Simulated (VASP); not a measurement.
The system is KCl (Sylvite).

```
CELL_PARAMETERS angstrom
0.00000 3.14647 3.14647
3.14647 0.00000 3.14647
3.14647 3.14647 0.00000
ATOMIC_POSITIONS crystal
K 0.00000 0.00000 0.00000
Cl 0.50000 0.50000 0.50000
```

Base run:

* Program: VASP 6.6.1
* Functional: PBEsol
* Potentials or basis: VASP PAW PBE potentials, release 64 (K_sv, Cl)
* Cutoff: 520 eV
* k mesh: 8 × 8 × 8
* Occupations: gaussian, width 0.02 eV
* Spin: no spin polarisation

Its results: band gap on the k mesh 5.02 eV, direct.

Task: The run is repeated on the same cell with these changes: functional from PBEsol to PBE. What comes out?

Result: Band gap on the k mesh 5.19 eV, direct.
